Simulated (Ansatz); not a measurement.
# Pd (fcc type): the cost of one run

Method: DFT, PBE, PAW with Ansatz's default frozen-core files, scalar-relativistic, in Ansatz 0.2.0.

**1. The starting structure**

It takes space group Fm-3m (No. 225, cubic). Conventional cell: a = 3.947 Å, b = 3.947 Å, c = 3.947 Å, α = 90.00°, β = 90.00°, γ = 90.00°. Pd (site symmetry m-3m) has 12 Pd at 2.79 Å as nearest neighbours.

Structure file:

```
Pd
1.0
     0.00000    1.97348    1.97348
     1.97348    0.00000    1.97348
     1.97348    1.97348    0.00000
Pd
1
Direct
  0.00000 0.00000 0.00000
```

**2. Cell relaxed at zero pressure, PAW**

input.yaml reads:

```yaml
crystal:
  lattice:
    - [0.0, 1.9734833199, 1.9734833199]
    - [1.9734833199, 0.0, 1.9734833199]
    - [1.9734833199, 1.9734833199, 0.0]
  atoms:
    - { symbol: Pd, position: [0.0, 0.0, 0.0] }
kpoints:
  mp_grid: { grid: [17, 17, 17] }
scf:
  occupations: { method: fermi_dirac, width: 0.1 }
hamiltonian:
  xc: pbe
  pseudopotentials: { kind: paw }
output:
  forces: true
  stress: true
relax:
  f_tol: 0.005
  max_steps: 40
  cell: {}
```

Command:

```
$ ansatz run input.yaml --threads 1 --pin off --max-ram 3584MiB --backend cpu --events-out ev --progress --plain --runs-dir out
```

What time and memory should one allow on 1 thread of AMD EPYC 7R43 (Zen 3), shared host?

About 4.2 s, with a peak of 0.37 GiB.
